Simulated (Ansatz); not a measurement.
# CuO (Tenorite) (C2/c) in Ansatz: further runs

The runs below take CuO (Tenorite) through band structure, single point, equation of state, with PBE.

Program: Ansatz 0.2.0. These are calculated values, not measurements. Logs are shortened: lines on timing, memory, paths and dates and some standing lists are left out, and cuts for length are marked.

## (1) Starting point

It takes space group C2/c (No. 15, monoclinic). The conventional cell has a = 4.684 Å, b = 3.423 Å, c = 5.129 Å, α = 90.00°, β = 99.54°, γ = 90.00°. Cu (site symmetry -1) has 4 O at 1.95 to 1.96 Å as nearest neighbours. O (site symmetry 2) has 4 Cu at 1.95 to 1.96 Å as nearest neighbours.

## (2) Band structure, PBE

Contents of input.yaml:

```yaml
crystal:
  lattice:
    - [2.34185, -1.7113, 0.0]
    - [2.34185, 1.7113, 0.0]
    - [-0.8500274268, 0.0, 5.0578693947]
  atoms:
    - { symbol: Cu, position: [0.5, 0.0, 0.5] }
    - { symbol: Cu, position: [0.0, 0.5, 0.0] }
    - { symbol: O, position: [0.4184, 0.5816, 0.75] }
    - { symbol: O, position: [0.5816, 0.4184, 0.25] }
hamiltonian:
  xc: pbe
  pseudopotentials: { kind: paw }
kpoints:
  mp_grid: { grid: [10, 10, 5] }
  band_path:
    path:
      - [[0.0, 0.0, 0.0], [-0.5, -0.5, 0.0], [-0.5247847702, -0.5247847702, 0.3275098836], [-0.5, -0.5, 0.5], [-0.6335075857, -0.3664924143, 0.5]]
      - [[-0.3664924143, 0.3664924143, 0.5], [0.0, 0.0, 0.5], [-0.4752152298, -0.4752152298, 0.6724901164]]
      - [[-0.5, -0.5, 0.0], [-0.612731633, -0.387268367, 0.0]]
      - [[-0.387268367, 0.387268367, 0.0], [0.0, 0.0, 0.0], [-0.5, 0.0, 0.0]]
      - [[-0.5, 0.0, 0.5], [0.0, 0.0, 0.0]]
    npoints: 14
scf:
  occupations: { method: fermi_dirac, width: 0.05 }
  n_extra_bands: 10
output:
  forces: true
  stress: true
  eigenvalues: true
  fatbands: false
  write_density: true
  write_potential: true
  elf: true
  volumetric_format: npy
```

Potentials or basis: Ansatz PAW.

Started as:

```sh
$ ansatz run input.yaml --threads 2 --pin off --max-ram 5632MiB --backend cpu --events-out ev --progress --plain --runs-dir out
```

The log of the run:

```text
Warning: RAYON_NUM_THREADS=2 ignored (pool sized by the plan → 2); use --threads N
scf.n_extra_bands = 10 over 25 filled bands (N_el = 50.0): the run solves 35 bands
Engine: ansatz 0.2.0, aarch64-unknown-linux-gnu
Pseudopotentials: kind: paw
Pseudopotential: Cu, paw, valence charge 19, recommended cutoff 420 eV (normal), Cu.paw.azcp
Pseudopotential: O, paw, valence charge 6, recommended cutoff 420 eV (normal), O.paw.azcp
Functional definition: PBE
  parameter kappa = 0.804
  parameter beta = 0.06672455060314922
  exchange = pbe_x(kappa = kappa, mu = beta*pi^2/3)
  correlation = pbe_c(beta = beta)
Crystal: 4 atoms, lattice volume = 40.540 Å³
Basis set: ecut = 420 eV, 787 PW (Γ), exchange–correlation on 40×40×72 points (8 copies of the dense FFT grid, shifted against one another)
Bands: 35, of which v1, the nominal top of the filled ones, is band 25 counted from 1 (24 counted from 0)
Symmetry: 4 space group operations
Space group: C2/c (ITA 15), of the structure as read, at distance tolerance 3.4e-5 Å
k-points: 141 of 500
Non-local potential: Cu, projectors of the file, l = 0: 3, l = 1: 2, l = 2: 3, l = 3: 1
Non-local potential: O, projectors of the file, l = 0: 2, l = 1: 2, l = 2: 1
PAW form: soft (Blöchl's): semilocal exchange-correlation on the pseudo side does not see the compensation charge
PAW one-centre angular grid: Cu, 590 points (default); XC on 64 Gauss nodes
PAW one-centre angular grid: O, 110 points (default); XC on 64 Gauss nodes
Initial density: superposition of atomic densities (neutral atoms: chi_scale 0, normalization atom), corrected by the library's trained network
Initial wavefunctions: pseudopotential atomic-orbital guess
Functional: x = pbe(κ = 0.804, μ = 0.2195149727645171), c = pbe(β = 0.06672455060314922)
SCF iter   1: F=—  HF=-14382.360488 eV  |F-HF|=—  |Δ(HF+E_count)|=         —  Δρ=4.90e-3  dr2=2.38e-3  ethr=1.77e-3  ⟨swp⟩=5.5  Hψ=18492  notcnv=0  defer=111
preconditioner: auto → Kerker (q_TF=auto, 2.825 Å⁻¹)  [metal: Δε(μ)=0.011 eV  Ē_g=15.760 eV  σ=0.050 eV  W_gap=0.06  n_scr=20 (ndim 8)  ℏωp=34.0 eV  f_vac=0.000  D(μ)=2.37/eV (n_scr^D=26)]
SCF iter   2: F=—  HF=-14382.359961 eV  |F-HF|=—  |Δ(HF+E_count)|=   5.27e-4  Δρ=2.41e-3  dr2=7.17e-4  ethr=4.77e-6  ⟨swp⟩=2.0  Hψ=8441  notcnv=0  defer=299
SCF iter   3: F=—  HF=-14382.359817 eV  |F-HF|=—  |Δ(HF+E_count)|=   1.44e-4  Δρ=3.78e-4  dr2=4.51e-5  ethr=1.43e-6  ⟨swp⟩=2.4  Hψ=6557  notcnv=0  defer=299
SCF iter   4: F=—  HF=-14382.359834 eV  |F-HF|=—  |Δ(HF+E_count)|=   1.78e-5  Δρ=1.29e-4  dr2=5.75e-6  ethr=9.02e-8  ⟨swp⟩=2.0  Hψ=6903  notcnv=0  defer=299
SCF iter   5: F=—  HF=-14382.359835 eV  |F-HF|=—  |Δ(HF+E_count)|=   9.85e-7  Δρ=6.01e-5  dr2=8.74e-7  ethr=1.15e-8  ⟨swp⟩=2.7  Hψ=7481  notcnv=0  defer=299
SCF iter   6: F=—  HF=-14382.359835 eV  |F-HF|=—  |Δ(HF+E_count)|=   4.44e-8  Δρ=3.06e-5  dr2=2.60e-7  ethr=1.75e-9  ⟨swp⟩=2.0  Hψ=7736  notcnv=0  defer=299
SCF iter   7: F=-14382.359835 eV  HF=-14382.359835 eV  |F-HF|=5.33e-9  |Δ(HF+E_count)|=   5.05e-8  Δρ=7.09e-6  dr2=1.91e-8  ethr=2.00e-10  ⟨swp⟩=10.6  Hψ=31756  notcnv=0
SCF 1 converged in 7 iterations: F = -14382.359835 eV  dr2 = 1.91e-8
NSCF: frozen V_eff on 145 k-points
SCF converged after 7 iterations
Free energy (F): -14382.359835 eV
Harris-Foulkes:  -14382.359835 eV  (|F-HF|=5.33e-9)
Internal energy: -14382.340540 eV  (E = F + TS)
E sigma→0 (E₀):  -14382.350188 eV
Entropy (-TS):   -0.019295 eV (-4.824 meV/atom)
Fermi energy:    12.255381 eV
--- Per-component energies (eV) ---
  E_band       = -854.276929
  E_kinetic    = 943.177474
  E_local      = -9663.217153  (includes V_loc(G=0)·N_el)
  E_nonlocal   = 879.150747
  E_hartree    = 4186.595809
  E_xc         = -323.941367
  E_vxc        = -415.863610  (∫ρ·V_xc dr)
  E_paw        = -3639.783687  (= ΣΔE_a)
  E_vpaw       = -970.709775  (= ΣTr[D̂ρ^β])
  E_aug_tail   = 0.005569  (compensation charges beyond the density's cutoff)
  E_ewald      = -6764.327933
  E_smearing   = -0.019295  (= −TS)
  E_closure    = -0.000000  (closes the sum)
  Σ components = -14382.359835   (vs F -14382.359835, Δ=0.00e0)
--- Forces (eV/Å), atoms counted from 1 ---
  atom   1  Cu     0.00000000     0.00000000     0.00000000
  atom   2  Cu    -0.00000000     0.00000000     0.00000000
  atom   3  O     -0.00000000    -0.26273200    -0.00000000
  atom   4  O      0.00000000     0.26273200     0.00000000
  max |Σ_I F_I| component: 1.26e-29 eV/Å
--- Stress (GPa, compression-positive) ---
        5.442963      -0.000000      -1.152807
       -0.000000       6.952742       0.000000
       -1.152812       0.000000       4.774217
  P = ⅓ Tr σ = 5.7233 GPa (57.233 kbar)
--- Band table (eV; the first three rows and the last of 141) ---
  k-point 0: bands = ["-100.3357", "-100.3351", "-57.8706", "-57.8704", "-57.8383", "-57.8297", "-57.4246", "-57.4241", "-7.7309", "-6.3940", "4.0449", "6.6593", "7.0576", "8.9310", "9.1091", "9.1159", "9.1786", "9.2716", "9.5465", "9.6345", "9.8680", "10.0356", "10.0954", "10.5903", "12.4592", "13.1961", "13.9435", "18.2483", "20.3783", "25.5745", "27.9411", "28.5932", "28.9492", "29.1983", "30.2638"]
  k-point 1: bands = ["-100.3356", "-100.3352", "-57.8705", "-57.8704", "-57.8375", "-57.8306", "-57.4246", "-57.4242", "-7.6231", "-6.5476", "4.4253", "6.7405", "7.0876", "8.3186", "8.5873", "8.6480", "9.2920", "9.4773", "9.7337", "9.7490", "9.9674", "10.1559", "10.3380", "10.4857", "12.4278", "13.0406", "14.4766", "17.6939", "21.2136", "25.6161", "27.3587", "27.4801", "29.0592", "29.4883", "30.6873"]
  k-point 2: bands = ["-100.3355", "-100.3353", "-57.8704", "-57.8704", "-57.8354", "-57.8327", "-57.4245", "-57.4243", "-7.3248", "-6.9176", "5.4524", "6.8419", "6.9465", "7.1370", "8.2109", "8.2704", "9.4503", "9.5433", "9.8127", "9.8807", "9.9389", "10.1522", "10.6088", "10.7210", "12.3987", "12.6704", "15.5813", "16.7069", "22.9213", "24.8663", "26.3713", "26.7968", "29.2794", "29.5761", "30.5888"]
  k-point 140: bands = ["-100.3341", "-100.3340", "-57.8838", "-57.8825", "-57.8345", "-57.8327", "-57.4332", "-57.4323", "-6.3266", "-6.2157", "5.3737", "5.8839", "6.5764", "6.6608", "7.0375", "7.4268", "9.4062", "9.6974", "9.9880", "10.0079", "10.5136", "10.5241", "10.9108", "11.0051", "11.5654", "12.2136", "16.8652", "18.0356", "20.8825", "21.5767", "24.9804", "25.0889", "27.9084", "28.0716", "28.3497"]
```

It took 8.2 s on 2 threads of Arm Neoverse V1, shared host; peak memory 0.44 GiB.

Results:

```
Free energy            : -14382.3598 eV
Pressure               : 5.7 GPa
Largest force          : 0.263 eV/Å
Band gap on the k mesh : none (metal or under the smearing width)
```

Forces on the atoms (eV/Å):
```
Cu   0.000  0.000  0.000
Cu   0.000  0.000  0.000
O    0.000 -0.263  0.000
O    0.000  0.263  0.000
```

Stress tensor (GPa, compression positive):
```
 5.44  0.00 -1.15
 0.00  6.95  0.00
-1.15  0.00  4.77
```

Levels at the corners of the path, in eV from the Fermi level:
```
point  band 22  band 23  band 24  band 25  band 26  band 27  band 28  band 29
    Γ    -2.22    -2.16    -1.67     0.20     0.94     1.69     5.99     8.12
    Y    -2.12    -1.66    -1.22    -0.66     1.07     3.30     7.06     8.46
    F    -1.84    -1.34    -1.33    -0.66     0.18     4.21     6.12     8.67
    L    -1.66    -1.31    -1.31    -0.42    -0.42     5.18     5.18     8.98
    I    -1.81    -1.50    -1.50    -0.29    -0.29     5.81     5.81     9.07
   I1    -1.81    -1.50    -1.50    -0.29    -0.29     5.81     5.81     9.07
    Z    -2.23    -1.53    -1.53     0.24     0.24     3.90     3.90    11.65
   F1    -1.84    -1.34    -1.33    -0.66     0.18     4.21     6.12     8.67
    Y    -2.12    -1.66    -1.22    -0.66     1.07     3.30     7.06     8.46
   X1    -2.01    -1.40    -1.33    -1.31     0.89     4.83     7.15     7.66
    X    -2.01    -1.40    -1.33    -1.31     0.89     4.83     7.15     7.66
    Γ    -2.22    -2.16    -1.67     0.20     0.94     1.69     5.99     8.12
    N    -1.60    -1.52    -1.41     0.00     0.25     4.82     6.27     6.92
    M    -2.15    -1.73    -1.60    -0.09     0.74     5.07     6.51     8.02
    Γ    -2.22    -2.16    -1.67     0.20     0.94     1.69     5.99     8.12
```

Caveat: the pressure holds a Pulay correction of +0.7 GPa for the finite cutoff; the run has no spin polarisation, though such a crystal can be magnetic; semilocal functionals often make such compounds metallic where correlation or magnetic order opens a gap, which also shifts bond lengths. With open d or f shells a metallic result of PBE can be an artefact of self-interaction; +U or a hybrid may open a gap.

## (3) Single point, PBE, 9.53 Å³/atom (volume scaled by 0.94)

Contents of input.yaml:

```yaml
crystal:
  lattice:
    - [2.2940437287, -1.6763657078, 0.0]
    - [2.2940437287, 1.6763657078, 0.0]
    - [-0.8326750593, 0.0, 4.9546185987]
  atoms:
    - { symbol: Cu, position: [0.5, 0.0, 0.5] }
    - { symbol: Cu, position: [0.0, 0.5, 0.0] }
    - { symbol: O, position: [0.4184, 0.5816, 0.75] }
    - { symbol: O, position: [0.5816, 0.4184, 0.25] }
hamiltonian:
  xc: pbe
  pseudopotentials: { kind: paw }
kpoints:
  mp_grid: { grid: [10, 10, 5] }
scf:
  occupations: { method: fermi_dirac, width: 0.05 }
output:
  forces: true
  stress: true
  eigenvalues: true
```

Potentials or basis: Ansatz PAW.

Started as:

```sh
$ ansatz run input.yaml --threads 2 --pin off --max-ram 5632MiB --backend cpu --events-out ev --progress --plain --runs-dir out
```

Run time: 4 s. Hardware: 2 threads of Arm Neoverse V1, shared host; peak memory 0.39 GiB.

It converged, with:

| Property | Result |
| --- | --- |
| Free energy | -14382.1769 eV |
| Pressure | 19.1 GPa |
| Largest force | 0.050 eV/Å |
| Band gap on the k mesh | none (metal or under the smearing width) |

Caveat: the pressure holds a Pulay correction of +0.8 GPa for the finite cutoff; the run has no spin polarisation, though such a crystal can be magnetic; semilocal functionals often make such compounds metallic where correlation or magnetic order opens a gap, which also shifts bond lengths.

## (4) Single point, PBE, 9.73 Å³/atom (volume scaled by 0.96)

input.yaml: that of step 3 with these lines changed.

```diff
@@ -2,5 +2,5 @@
   lattice:
-    - [2.2940437287, -1.6763657078, 0.0]
-    - [2.2940437287, 1.6763657078, 0.0]
-    - [-0.8326750593, 0.0, 4.9546185987]
+    - [2.3101994985, -1.6881714891, 0.0]
+    - [2.3101994985, 1.6881714891, 0.0]
+    - [-0.8385391614, 0.0, 4.9895114286]
   atoms:
```

Started as:

```sh
$ ansatz run input.yaml --threads 2 --pin off --max-ram 5632MiB --backend cpu --events-out ev --progress --plain --runs-dir out
```

It took 3.6 s on 2 threads of Arm Neoverse V1, shared host; peak memory 0.4 GiB.

The run converged. Its results:

```
Free energy            : -14382.2609 eV
Pressure               : 14.1 GPa
Largest force          : 0.127 eV/Å
Band gap on the k mesh : none (metal or under the smearing width)
```

Caveat: the pressure holds a Pulay correction of +0.7 GPa for the finite cutoff; the run has no spin polarisation, though such a crystal can be magnetic; semilocal functionals often make such compounds metallic where correlation or magnetic order opens a gap, which also shifts bond lengths.

## (5) Single point, PBE, 9.93 Å³/atom (volume scaled by 0.98)

input.yaml: that of step 4 with these lines changed.

```diff
@@ -2,5 +2,5 @@
   lattice:
-    - [2.3101994985, -1.6881714891, 0.0]
-    - [2.3101994985, 1.6881714891, 0.0]
-    - [-0.8385391614, 0.0, 4.9895114286]
+    - [2.3261324123, -1.699814419, 0.0]
+    - [2.3261324123, 1.699814419, 0.0]
+    - [-0.8443223728, 0.0, 5.0239229397]
   atoms:
```

Started as:

```sh
$ ansatz run input.yaml --threads 2 --pin off --max-ram 5632MiB --backend cpu --events-out ev --progress --plain --runs-dir out
```

It took 4.5 s on 2 threads of Arm Neoverse V1, shared host; peak memory 0.4 GiB.

It converged, with:

```yaml
Free_energy: -14382.3210 eV
Pressure: 9.7 GPa
Largest_force: 0.198 eV/Å
Band_gap_on_the_k_mesh: none (metal or under the smearing width)
```

Caveat: the pressure holds a Pulay correction of +0.7 GPa for the finite cutoff; the run has no spin polarisation, though such a crystal can be magnetic; semilocal functionals often make such compounds metallic where correlation or magnetic order opens a gap, which also shifts bond lengths.

## (6) Single point, PBE, 10.13 Å³/atom

input.yaml: that of step 5 with these lines changed.

```diff
@@ -2,5 +2,5 @@
   lattice:
-    - [2.3261324123, -1.699814419, 0.0]
-    - [2.3261324123, 1.699814419, 0.0]
-    - [-0.8443223728, 0.0, 5.0239229397]
+    - [2.34185, -1.7113, 0.0]
+    - [2.34185, 1.7113, 0.0]
+    - [-0.8500274268, 0.0, 5.0578693947]
   atoms:
```

Potentials or basis: Ansatz PAW.

Started as:

```sh
$ ansatz run input.yaml --threads 2 --pin off --max-ram 5632MiB --backend cpu --events-out ev --progress --plain --runs-dir out
```

Run time: 4.2 s. Hardware: 2 threads of Arm Neoverse V1, shared host; peak memory 0.4 GiB.

It converged, with:

- Free energy: -14382.3598 eV
- Pressure: 5.7 GPa
- Largest force: 0.263 eV/Å
- Band gap on the k mesh: none (metal or under the smearing width)

Caveat: the pressure holds a Pulay correction of +0.7 GPa for the finite cutoff; the run has no spin polarisation, though such a crystal can be magnetic; semilocal functionals often make such compounds metallic where correlation or magnetic order opens a gap, which also shifts bond lengths.

## (7) Single point, PBE, 10.34 Å³/atom (volume scaled by 1.02)

input.yaml: that of step 6 with these lines changed.

```diff
@@ -2,5 +2,5 @@
   lattice:
-    - [2.34185, -1.7113, 0.0]
-    - [2.34185, 1.7113, 0.0]
-    - [-0.8500274268, 0.0, 5.0578693947]
+    - [2.3573593924, -1.7226334429, 0.0]
+    - [2.3573593924, 1.7226334429, 0.0]
+    - [-0.8556569116, 0.0, 5.0913661947]
   atoms:
```

Started as:

```sh
$ ansatz run input.yaml --threads 2 --pin off --max-ram 5632MiB --backend cpu --events-out ev --progress --plain --runs-dir out
```

Wall time 4.2 s (2 threads of Arm Neoverse V1, shared host); peak memory 0.4 GiB.

It converged, with:

* Free energy: -14382.3796 eV
* Pressure: 2.2 GPa
* Largest force: 0.322 eV/Å
* Band gap on the k mesh: none (metal or under the smearing width)

Caveat: the pressure holds a Pulay correction of +0.7 GPa for the finite cutoff; the run has no spin polarisation, though such a crystal can be magnetic; semilocal functionals often make such compounds metallic where correlation or magnetic order opens a gap, which also shifts bond lengths.

## (8) Single point, PBE, 10.54 Å³/atom (volume scaled by 1.04)

input.yaml: that of step 7 with these lines changed.

```diff
@@ -2,5 +2,5 @@
   lattice:
-    - [2.3573593924, -1.7226334429, 0.0]
-    - [2.3573593924, 1.7226334429, 0.0]
-    - [-0.8556569116, 0.0, 5.0913661947]
+    - [2.3726673498, -1.7338196878, 0.0]
+    - [2.3726673498, 1.7338196878, 0.0]
+    - [-0.861213281, 0.0, 5.1244279405]
   atoms:
```

Started as:

```sh
$ ansatz run input.yaml --threads 2 --pin off --max-ram 5632MiB --backend cpu --events-out ev --progress --plain --runs-dir out
```

It took 4.1 s on 2 threads of Arm Neoverse V1, shared host; peak memory 0.4 GiB.

Results (log left out):

```
Free energy            : -14382.3823 eV
Pressure               : -1.0 GPa
Largest force          : 0.377 eV/Å
Band gap on the k mesh : none (metal or under the smearing width)
```

Caveat: the pressure holds a Pulay correction of +0.7 GPa for the finite cutoff; the run has no spin polarisation, though such a crystal can be magnetic; semilocal functionals often make such compounds metallic where correlation or magnetic order opens a gap, which also shifts bond lengths.

## (9) Single point, PBE, 10.74 Å³/atom (volume scaled by 1.06)

input.yaml: that of step 8 with these lines changed.

```diff
@@ -2,5 +2,5 @@
   lattice:
-    - [2.3726673498, -1.7338196878, 0.0]
-    - [2.3726673498, 1.7338196878, 0.0]
-    - [-0.861213281, 0.0, 5.1244279405]
+    - [2.3877802882, -1.744863423, 0.0]
+    - [2.3877802882, 1.744863423, 0.0]
+    - [-0.8666988638, 0.0, 5.157068489]
   atoms:
```

Potentials or basis: Ansatz PAW.

Started as:

```sh
$ ansatz run input.yaml --threads 2 --pin off --max-ram 5632MiB --backend cpu --events-out ev --progress --plain --runs-dir out
```

Run time: 4.1 s. Hardware: 2 threads of Arm Neoverse V1, shared host; peak memory 0.41 GiB.

The run converged. Its results:

```yaml
Free_energy: -14382.3698 eV
Pressure: -3.9 GPa
Largest_force: 0.427 eV/Å
Band_gap_on_the_k_mesh: none (metal or under the smearing width)
```

Caveat: the pressure holds a Pulay correction of +0.7 GPa for the finite cutoff; the run has no spin polarisation, though such a crystal can be magnetic; semilocal functionals often make such compounds metallic where correlation or magnetic order opens a gap, which also shifts bond lengths.

## (10) Equation of state, PBE

Potentials or basis: Ansatz PAW.

No new run: the results of the series are fitted here.

What came out:

```yaml
Equilibrium_volume: 10.47 Å³/atom
Bulk_modulus_at_fixed_shape_and_positions: 162 GPa
Pressure_derivative_of_the_bulk_modulus: 4.7
```

Energy against volume, from the lowest point:
```tsv
volume (Å³/atom)	energy (meV/atom)
9.527	51.35
9.730	30.35
9.932	15.33
10.135	5.63
10.338	0.68
10.540	0.00
10.743	3.14
```

Caveat: the cell was scaled at fixed shape and fractional positions, which overstates the stiffness of a crystal with free parameters, most of all of layers and chains; the run has no spin polarisation, though such a crystal can be magnetic.
